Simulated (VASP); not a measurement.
# ZrSe2: the band gap up a ladder of functionals, part 4 of 6

How far up the ladder of functionals must one climb to get the gap of ZrSe2 right? LASPH is on for some levels and off for others; the table marks which. The start is a computed cell from the Materials Project.

VASP 6.6.1, plane waves and PAW; the level of theory is named at each step.

So far, least gap on mesh and path (eV): step 2 (bands, level LDA, k 4×4×2) 0.289; step 3 (bands, level PBEsol, k 4×4×2) 0.330; step 4 (bands, level PBE, k 4×4×2) 0.391; step 5 (bands, level TB-mBJ, k 4×4×2) 0.906; step 7 (bands, level HSE06, k 4×4×2) 1.14.

## Step 8: Dielectric constant for the exchange share

This step: PBE; plane waves and PAW (Zr_sv, Se) (VASP 6.6.1).

The share of exact exchange of the next level is the inverse of the dielectric constant, which this PBE response run supplies.

File INCAR:

```
SYSTEM = ZrSe2
PREC = Accurate
ENCUT = 400
EDIFF = 1E-08
NELM = 100
ISMEAR = 0
SIGMA = 0.01
LREAL = .FALSE.
ALGO = Normal
GGA = PE
NBANDS = 18
LORBIT = 11
LWAVE = .FALSE.
LCHARG = .FALSE.
KPAR = 4
LEPSILON = .TRUE.
```

File POSCAR:

```
ZrSe2
1.0
    3.8111525102      0.0000000000      0.0000000000
   -1.9055762551      3.3005548915      0.0000000000
    0.0000000000      0.0000000000      6.3999068900
Zr Se
1 2
Direct
    0.0000000000      0.0000000000      0.0000000000
    0.6666666700      0.3333333300      0.7558824100
    0.3333333300      0.6666666700      0.2441175900
```

File KPOINTS:

```
Automatic mesh
0
Gamma
7 7 4
0 0 0
```

The projector-augmented-wave data sets are Zr_sv and Se (PBE family, release 64).

Run with:

```sh
$ mpirun -np 4 vasp_std
```

Numbers of over 12 decimals in the logs are rounded to 6 here.

The program printed:

```text
[... set-up lines as in an earlier step ...]
 entering main loop
       N       E                     dE             d eps       ncg     rms          rms(c)
DAV:   1     0.151972546007E+03    0.15197E+03   -0.10104E+04  1008   0.990E+02
DAV:   2    -0.123483230492E+02   -0.16432E+03   -0.16140E+03  1296   0.254E+02
DAV:   3    -0.210914307897E+02   -0.87431E+01   -0.87082E+01  1662   0.549E+01
DAV:   4    -0.212587524562E+02   -0.16732E+00   -0.16717E+00  1430   0.651E+00
DAV:   5    -0.212626773686E+02   -0.39249E-02   -0.39241E-02  1504   0.758E-01    0.128E+01
DAV:   6    -0.196320900362E+02    0.16306E+01   -0.56247E+00  1140   0.129E+01    0.510E+00
DAV:   7    -0.195806266590E+02    0.51463E-01   -0.44132E-01  1278   0.364E+00    0.254E+00
DAV:   8    -0.195788212008E+02    0.18055E-02   -0.89385E-02  1312   0.175E+00    0.461E-01
DAV:   9    -0.195799707323E+02   -0.11495E-02   -0.91880E-03  1200   0.657E-01    0.236E-01
DAV:  10    -0.195802813319E+02   -0.31060E-03   -0.95695E-04  1372   0.233E-01    0.807E-02
DAV:  11    -0.195802829525E+02   -0.16206E-05   -0.42163E-05  1322   0.378E-02    0.262E-02
DAV:  12    -0.195802988999E+02   -0.15947E-04   -0.34464E-05  1106   0.339E-02    0.996E-03
DAV:  13    -0.195803006182E+02   -0.17183E-05   -0.16133E-06  1350   0.681E-03    0.329E-03
DAV:  14    -0.195803010089E+02   -0.39067E-06   -0.97733E-07  1114   0.534E-03    0.703E-04
DAV:  15    -0.195803009830E+02    0.25851E-07   -0.39193E-08  1408   0.112E-03    0.495E-04
DAV:  16    -0.195803010222E+02   -0.39135E-07   -0.20170E-09   696   0.304E-04    0.204E-04
DAV:  17    -0.195803010385E+02   -0.16363E-07   -0.10927E-09   648   0.200E-04    0.535E-05
DAV:  18    -0.195803010371E+02    0.14743E-08   -0.15920E-10   624   0.841E-05
   1 F= -.19580301E+02 E0= -.19580301E+02  d E =-.552816-118
 Linear response reoptimize wavefunctions to high precision
DAV:   1    -0.195803010378E+02   -0.70804E-09   -0.23535E-11   652   0.301E-05
DAV:   2    -0.195803010378E+02    0.10459E-10   -0.61457E-12   618   0.148E-05
 Linear response G [H, r] |phi>, progress :
  Direction:   1
       N       E                     dE             d eps       ncg     rms
RMM:   1    -0.104109818068E+03   -0.10411E+03    0.69485E+02  2122   0.164E+02
RMM:   2    -0.979325774396E+02    0.61772E+01   -0.34390E+01  1913   0.300E+01
RMM:   3    -0.995359554776E+02   -0.16034E+01   -0.11308E+01  2462   0.105E+01
RMM:   4    -0.998942052670E+02   -0.35825E+00   -0.28485E+00  2510   0.509E+00
RMM:   5    -0.999786211595E+02   -0.84416E-01   -0.62362E-01  2530   0.221E+00
RMM:   6    -0.999923145484E+02   -0.13693E-01   -0.11971E-01  2549   0.994E-01
RMM:   7    -0.999955968165E+02   -0.32823E-02   -0.21589E-02  2595   0.414E-01
RMM:   8    -0.999961756846E+02   -0.57887E-03    0.23378E-03  2606   0.190E-01
RMM:   9    -0.999962852580E+02   -0.10957E-03    0.68684E-03  2616   0.900E-02
RMM:  10    -0.999963220117E+02   -0.36754E-04    0.28184E-03  2624   0.469E-02
RMM:  11    -0.999963202560E+02    0.17557E-05    0.28312E-03  2617   0.250E-02
RMM:  12    -0.999963261097E+02   -0.58537E-05    0.28004E-03  2592   0.141E-02
RMM:  13    -0.999963238263E+02    0.22834E-05    0.63848E-05  2555   0.871E-03
RMM:  14    -0.999963244280E+02   -0.60164E-06    0.10264E-03  2504   0.593E-03
RMM:  15    -0.999963238720E+02    0.55592E-06    0.25563E-04  2454   0.445E-03
RMM:  16    -0.999963241340E+02   -0.26200E-06    0.15954E-04  2371   0.366E-03
RMM:  17    -0.999963240370E+02    0.97017E-07    0.20597E-04  2313   0.326E-03
RMM:  18    -0.999963240654E+02   -0.28355E-07   -0.14792E-05  2229   0.303E-03
RMM:  19    -0.999963241112E+02   -0.45790E-07    0.19983E-05  2146   0.291E-03
RMM:  20    -0.999963241387E+02   -0.27572E-07    0.78551E-05  2057   0.285E-03
RMM:  21    -0.999963240571E+02    0.81677E-07    0.60972E-05  2022   0.282E-03
 Linear response G [H, r] |phi>, progress :
  Direction:   2
       N       E                     dE             d eps       ncg     rms
RMM:   1    -0.100879887601E+03   -0.10088E+03    0.73454E+02  2143   0.165E+02
RMM:   2    -0.100905667404E+03   -0.25780E-01   -0.34587E+01  1927   0.302E+01
RMM:   3    -0.102639106501E+03   -0.17334E+01   -0.12477E+01  2463   0.108E+01
RMM:   4    -0.103025466372E+03   -0.38636E+00   -0.28353E+00  2559   0.508E+00
RMM:   5    -0.103103591153E+03   -0.78125E-01   -0.62312E-01  2548   0.221E+00
RMM:   6    -0.103116444649E+03   -0.12853E-01   -0.14011E-01  2604   0.103E+00
RMM:   7    -0.103119528122E+03   -0.30835E-02   -0.31715E-02  2613   0.433E-01
RMM:   8    -0.103120139794E+03   -0.61167E-03    0.13624E-02  2661   0.203E-01
RMM:   9    -0.103120259183E+03   -0.11939E-03    0.82019E-03  2655   0.946E-02
RMM:  10    -0.103120298693E+03   -0.39510E-04    0.79354E-03  2684   0.479E-02
RMM:  11    -0.103120297229E+03    0.14638E-05    0.56352E-03  2683   0.247E-02
RMM:  12    -0.103120303429E+03   -0.61998E-05    0.15633E-03  2648   0.138E-02
RMM:  13    -0.103120300407E+03    0.30218E-05    0.10856E-03  2615   0.825E-03
RMM:  14    -0.103120302982E+03   -0.25742E-05    0.68144E-04  2577   0.546E-03
RMM:  15    -0.103120301703E+03    0.12783E-05    0.22496E-04  2551   0.401E-03
RMM:  16    -0.103120302364E+03   -0.66118E-06    0.20210E-04  2471   0.326E-03
RMM:  17    -0.103120302069E+03    0.29545E-06    0.10754E-05  2410   0.288E-03
RMM:  18    -0.103120302302E+03   -0.23322E-06    0.20302E-04  2311   0.268E-03
RMM:  19    -0.103120302265E+03    0.37596E-07    0.91060E-05  2220   0.258E-03
RMM:  20    -0.103120302418E+03   -0.15337E-06    0.10640E-04  2125   0.252E-03
RMM:  21    -0.103120302383E+03    0.34975E-07    0.85213E-05  2047   0.250E-03
 Linear response G [H, r] |phi>, progress :
  Direction:   3
       N       E                     dE             d eps       ncg     rms
RMM:   1    -0.103275959365E+03   -0.10328E+03    0.74164E+02  2021   0.163E+02
RMM:   2    -0.976320762367E+02    0.56439E+01   -0.40924E+01  1794   0.304E+01
RMM:   3    -0.997462496168E+02   -0.21142E+01   -0.14701E+01  2305   0.104E+01
RMM:   4    -0.100102513838E+03   -0.35626E+00   -0.31505E+00  2366   0.486E+00
RMM:   5    -0.100181347857E+03   -0.78834E-01   -0.62339E-01  2375   0.207E+00
RMM:   6    -0.100195577694E+03   -0.14230E-01   -0.12152E-01  2437   0.908E-01
RMM:   7    -0.100198570255E+03   -0.29926E-02   -0.22168E-02  2490   0.376E-01
RMM:   8    -0.100199030435E+03   -0.46018E-03    0.36195E-03  2484   0.172E-01
RMM:   9    -0.100199127759E+03   -0.97324E-04   -0.82054E-04  2467   0.842E-02
RMM:  10    -0.100199150729E+03   -0.22969E-04    0.88916E-05  2484   0.438E-02
RMM:  11    -0.100199156069E+03   -0.53399E-05   -0.11013E-04  2428   0.237E-02
[...]
RMM:   5    -0.190609033427E+01   -0.11630E-03   -0.97922E-04  2330   0.630E-02
RMM:   6    -0.190611037819E+01   -0.20044E-04   -0.20079E-04  2270   0.282E-02
RMM:   7    -0.190611543392E+01   -0.50557E-05   -0.45413E-05  2240   0.133E-02
RMM:   8    -0.190611639311E+01   -0.95919E-06   -0.22941E-05  2200   0.651E-03
RMM:   9    -0.190611667213E+01   -0.27902E-06   -0.36241E-05  2186   0.336E-03
RMM:  10    -0.190611677921E+01   -0.10708E-06   -0.41790E-07  2126   0.179E-03
RMM:  11    -0.190611679040E+01   -0.11191E-07   -0.13213E-05  2069   0.104E-03
RMM:  12    -0.190611681103E+01   -0.20634E-07   -0.17214E-08  1934   0.629E-04
RMM:  13    -0.190611680918E+01    0.18543E-08   -0.42716E-06  1796   0.436E-04
RMM:  14    -0.190611681480E+01   -0.56264E-08    0.13659E-07  1718   0.335E-04
RMM:  15    -0.190611681382E+01    0.98081E-09   -0.23483E-06  1655   0.285E-04
RMM:  16    -0.190611681528E+01   -0.14637E-08    0.12927E-07  1518   0.260E-04
RMM:  17    -0.190611681523E+01    0.55799E-10   -0.22398E-07  1458   0.249E-04
RMM:  18    -0.190611681526E+01   -0.31356E-10    0.29849E-08  1408   0.243E-04
 change of polarisation eV/A/(eV/A) component  3 :     0.291    -0.374     3.812
 dielectric tensor                  component  3 :     0.654    -0.840     9.569
 Linear response to external field, progress :
  Direction:   1
       N       E                     dE             d eps       ncg     rms          rms(c)
RMM:   1    -0.361510890921E+01   -0.36151E+01   -0.24821E+01  4971   0.630E+00
RMM:   2    -0.411177458378E+01   -0.49667E+00   -0.25919E-01  4247   0.163E+00    0.237E+00
RMM:   3    -0.401956025282E+01    0.92214E-01   -0.35159E-01  4382   0.213E+00    0.128E+00
RMM:   4    -0.412108003904E+01   -0.10152E+00   -0.21349E-01  4365   0.195E+00    0.336E-01
RMM:   5    -0.418316762917E+01   -0.62088E-01   -0.27177E-02  4630   0.651E-01    0.721E-02
RMM:   6    -0.418713075130E+01   -0.39631E-02   -0.81307E-03  4902   0.266E-01    0.368E-02
RMM:   7    -0.419090025313E+01   -0.37695E-02   -0.32468E-03  5041   0.129E-01    0.167E-02
RMM:   8    -0.419106992081E+01   -0.16967E-03   -0.19545E-03  5146   0.671E-02    0.772E-03
RMM:   9    -0.419131630793E+01   -0.24639E-03   -0.11596E-03  5265   0.345E-02    0.199E-03
RMM:  10    -0.419134344931E+01   -0.27141E-04   -0.61969E-04  5429   0.169E-02    0.240E-03
RMM:  11    -0.419137259907E+01   -0.29150E-04   -0.37276E-04  5202   0.949E-03    0.675E-04
RMM:  12    -0.419137100902E+01    0.15901E-05   -0.21839E-04  5487   0.512E-03    0.472E-04
RMM:  13    -0.419137419001E+01   -0.31810E-05   -0.13108E-04  5324   0.277E-03    0.713E-05
RMM:  14    -0.419137566509E+01   -0.14751E-05   -0.81004E-05  5447   0.157E-03    0.293E-05
RMM:  15    -0.419137777232E+01   -0.21072E-05   -0.49010E-05  5233   0.915E-04    0.345E-05
RMM:  16    -0.419138147280E+01   -0.37005E-05   -0.30204E-05  5025   0.602E-04    0.367E-05
RMM:  17    -0.419138002599E+01    0.14468E-05   -0.19125E-05  4616   0.429E-04    0.293E-05
RMM:  18    -0.419138200690E+01   -0.19809E-05   -0.11271E-05  4159   0.334E-04    0.500E-06
 change of polarisation eV/A/(eV/A) component  1 :     7.936    -1.982     0.363
 dielectric tensor                  component  1 :    18.838    -4.455     0.816
 Linear response to external field, progress :
  Direction:   2
       N       E                     dE             d eps       ncg     rms          rms(c)
RMM:   1    -0.362226581206E+01   -0.36223E+01   -0.24893E+01  5037   0.626E+00
RMM:   2    -0.411091230588E+01   -0.48865E+00   -0.25325E-01  4315   0.161E+00    0.237E+00
RMM:   3    -0.402020064504E+01    0.90712E-01   -0.36116E-01  4439   0.212E+00    0.128E+00
RMM:   4    -0.412174632598E+01   -0.10155E+00   -0.21830E-01  4410   0.196E+00    0.336E-01
RMM:   5    -0.418335885717E+01   -0.61613E-01   -0.24116E-02  4701   0.643E-01    0.706E-02
RMM:   6    -0.418714834809E+01   -0.37895E-02   -0.80412E-03  4996   0.268E-01    0.380E-02
RMM:   7    -0.419085902476E+01   -0.37107E-02   -0.61882E-03  5135   0.133E-01    0.172E-02
RMM:   8    -0.419107189979E+01   -0.21288E-03   -0.29505E-03  5315   0.689E-02    0.810E-03
RMM:   9    -0.419133751629E+01   -0.26562E-03   -0.18958E-03  5406   0.359E-02    0.187E-03
RMM:  10    -0.419132014929E+01    0.17367E-04   -0.92842E-04  5568   0.175E-02    0.267E-03
RMM:  11    -0.419137417090E+01   -0.54022E-04   -0.63042E-04  5378   0.981E-03    0.787E-04
RMM:  12    -0.419136554024E+01    0.86307E-05   -0.34178E-04  5674   0.530E-03    0.562E-04
RMM:  13    -0.419137132859E+01   -0.57884E-05   -0.22360E-04  5535   0.278E-03    0.229E-04
RMM:  14    -0.419137772274E+01   -0.63942E-05   -0.12784E-04  5590   0.161E-03    0.626E-05
RMM:  15    -0.419137372388E+01    0.39989E-05   -0.84852E-05  5573   0.937E-04    0.114E-04
RMM:  16    -0.419138159966E+01   -0.78758E-05   -0.47661E-05  5058   0.647E-04    0.563E-05
RMM:  17    -0.419137900863E+01    0.25910E-05   -0.33041E-05  5183   0.439E-04    0.328E-05
RMM:  18    -0.419138009239E+01   -0.10838E-05   -0.17483E-05  4532   0.325E-04    0.167E-05
RMM:  19    -0.419138081700E+01   -0.72461E-06   -0.13097E-05  4038   0.273E-04    0.134E-05
RMM:  20    -0.419138072942E+01    0.87583E-07   -0.66252E-06  3638   0.245E-04    0.163E-05
RMM:  21    -0.419138172427E+01   -0.99485E-06   -0.50082E-06  3709   0.236E-04    0.311E-06
 change of polarisation eV/A/(eV/A) component  2 :    -1.983     7.936     0.000
 dielectric tensor                  component  2 :    -4.457    18.838     0.000
 Linear response to external field, progress :
  Direction:   3
       N       E                     dE             d eps       ncg     rms          rms(c)
RMM:   1    -0.167248437699E+01   -0.16725E+01   -0.86058E+00  2315   0.571E+00
RMM:   2    -0.189989382366E+01   -0.22741E+00   -0.89801E-02  1913   0.119E+00    0.281E+00
RMM:   3    -0.124038241407E+01    0.65951E+00   -0.94748E-01  1770   0.305E+00    0.836E-01
RMM:   4    -0.123310980606E+01    0.72726E-02   -0.11866E-01  1863   0.111E+00    0.520E-01
RMM:   5    -0.127015969345E+01   -0.37050E-01   -0.27974E-02  1802   0.790E-01    0.151E-01
RMM:   6    -0.127511739307E+01   -0.49577E-02   -0.62549E-03  2109   0.232E-01    0.950E-02
RMM:   7    -0.128159651768E+01   -0.64791E-02   -0.18860E-03  1924   0.164E-01    0.368E-02
RMM:   8    -0.128234456168E+01   -0.74804E-03   -0.79746E-04  2179   0.674E-02    0.137E-02
RMM:   9    -0.128257693010E+01   -0.23237E-03   -0.25714E-04  2134   0.423E-02    0.506E-03
RMM:  10    -0.128253966345E+01    0.37267E-04   -0.10642E-03  2304   0.198E-02    0.288E-03
RMM:  11    -0.128254269411E+01   -0.30307E-05   -0.44147E-04  2237   0.120E-02    0.128E-03
RMM:  12    -0.128251726086E+01    0.25433E-04   -0.35623E-04  2362   0.698E-03    0.962E-04
RMM:  13    -0.128253655946E+01   -0.19299E-04   -0.32268E-04  2295   0.404E-03    0.415E-04
RMM:  14    -0.128250915165E+01    0.27408E-04    0.84766E-05  2370   0.239E-03    0.207E-04
RMM:  15    -0.128252130722E+01   -0.12156E-04   -0.14610E-04  2372   0.141E-03    0.168E-04
RMM:  16    -0.128251683602E+01    0.44712E-05    0.21341E-06  2247   0.972E-04    0.701E-05
RMM:  17    -0.128251570145E+01    0.11346E-05    0.38379E-05  2167   0.629E-04    0.756E-05
RMM:  18    -0.128251362576E+01    0.20757E-05    0.77965E-06  2032   0.475E-04    0.327E-05
RMM:  19    -0.128251450851E+01   -0.88275E-06   -0.22579E-05  1712   0.356E-04    0.480E-05
RMM:  20    -0.128251391403E+01    0.59448E-06   -0.39505E-06  1606   0.304E-04    0.305E-05
RMM:  21    -0.128251317124E+01    0.74279E-06    0.43413E-06  1829   0.281E-04    0.138E-05
RMM:  22    -0.128251344621E+01   -0.27497E-06    0.59870E-06  1354   0.242E-04    0.197E-05
RMM:  23    -0.128251343285E+01    0.13358E-07    0.44959E-06  1221   0.228E-04    0.189E-05
RMM:  24    -0.128251310053E+01    0.33232E-06    0.42327E-06  1190   0.218E-04    0.182E-05
RMM:  25    -0.128251296949E+01    0.13105E-06    0.14332E-05  1143   0.213E-04    0.186E-05
 change of polarisation eV/A/(eV/A) component  3 :     0.100    -0.307     2.354
 dielectric tensor                  component  3 :     0.224    -0.690     6.291
 Born effective charges drift removed
```

The job ended after 1.7 min (4 MPI ranks of Intel Xeon 6975P-C (Granite Rapids), shared host; peak memory 1.2 GiB; 6.6 min of CPU time).

OUTCAR, selected parts (step 8):

```text
   k-points           NKPTS =     28   k-points in BZ     NKDIM =     28   number of bands    NBANDS=     18

   NELECT =      24.0000    total number of electrons

  Total        0.1307775      0.1307775      0.6600528     -0.0000000      0.0000000      0.0000000
  in kB        2.6027147      2.6027147     13.1362771     -0.0000000      0.0000000      0.0000000
  external PRESSURE =       6.1139022 kB  Pullay stress =       0.0000000 kB

 POSITION                                       TOTAL-FORCE (eV/Angst)
 -----------------------------------------------------------------------------------
      0.00000      0.00000      0.00000         0.000000      0.000000      0.000000
      1.90558      1.10018      4.83758        -0.000000     -0.000000     -0.129926
     -0.00000      2.20037      1.56233         0.000000      0.000000      0.129926
 -----------------------------------------------------------------------------------
    total drift:                                0.000000      0.000000      0.000000

 MACROSCOPIC STATIC DIELECTRIC TENSOR (including local field effects in DFT)
 ------------------------------------------------------
          18.838288     0.000000     0.000000
           0.000000    18.838288     0.000000
          -0.000000     0.000000     6.291156
 ------------------------------------------------------

 PIEZOELECTRIC TENSOR (including local field effects)  for field in x, y, z        (C/m^2)
          XX          YY          ZZ          XY          YZ          ZX
  --------------------------------------------------------------------------------
  x     0.00000     0.00000     0.00000     0.00000     0.00000     0.00000
  y     0.00000     0.00000     0.00000     0.00000     0.00000     0.00000
  z     0.00000     0.00000     0.00000     0.00000     0.00000     0.00000

 BORN EFFECTIVE CHARGES (including local field effects) (in |e|, cummulative output)
 ---------------------------------------------------------------------------------
 ion    1
    1     8.70762     0.00000     0.00000
    2     0.00000     8.70762    -0.00000
    3     0.00000    -0.00000     1.78675
 ion    2
    1    -4.35381     0.00000     0.00000
    2     0.00000    -4.35381     0.00000
    3    -0.00000    -0.00000    -0.89338
 ion    3
    1    -4.35381     0.00000     0.00000
    2     0.00000    -4.35381     0.00000
    3    -0.00000    -0.00000    -0.89338

[... 6 parts as in an earlier step ...]

[... 4 further parts left out ...]
```

Energies printed during the response cycles are not total energies of the cell. The dielectric response converges more slowly with the mesh than energies do, so tensor and charges may still move on a finer one.

Numbers from this step:

* irreducible k-points: 28
* Fermi energy: 3.959 eV
* pressure: 0.6114 GPa
* conduction bottom at k: 0.4286, 0, 0.5
* gap on the k-mesh: 0.4862 eV
* least direct gap on the k-mesh: 1.107 eV

Electronic dielectric tensor with local fields:

```
18.84  0.00  0.00
 0.00 18.84  0.00
 0.00  0.00  6.29
```

Born effective charge (e), principal values of the symmetric part by kind of site:

```csv
atom,atoms with these values,low,middle,high,mean
Zr1,1,1.79,8.71,8.71,6.40
Se2,2,-4.35,-4.35,-0.89,-3.20
```

In full for Se2:

```
-4.35  0.00  0.00
 0.00 -4.35  0.00
 0.00  0.00 -0.89
```

Force by atom:

```csv
atom,x (eV/Å),y (eV/Å),z (eV/Å),size
Zr1,0.000,0.000,0.000,0.000
Se2,0.000,0.000,-0.130,0.130
Se3,0.000,0.000,0.130,0.130
```

The Born charges sum to zero; the printed set may have that rule imposed, so this is no test.

(Continued in part 5 of 6.)

[Lines on the potential files, build, host, timing and source positions are cut from VASP's logs without a mark.]

[Logs are printed without paths, hosts, clocks, repeated set-up lines and the standing remarks that a program may print on its own settings, such as how far it seeks lower states.]

[Hosts, paths, dates, database ids (printed as entryN), source tags and the programs' standing remarks are cut or masked in the printed files.]

[A measured line is paired with the nearest computed mode of its activity, which favours agreement.]

[In band tables of VASP the shares of atoms and orbitals are scaled to a sum of 1 inside the atoms' spheres.]
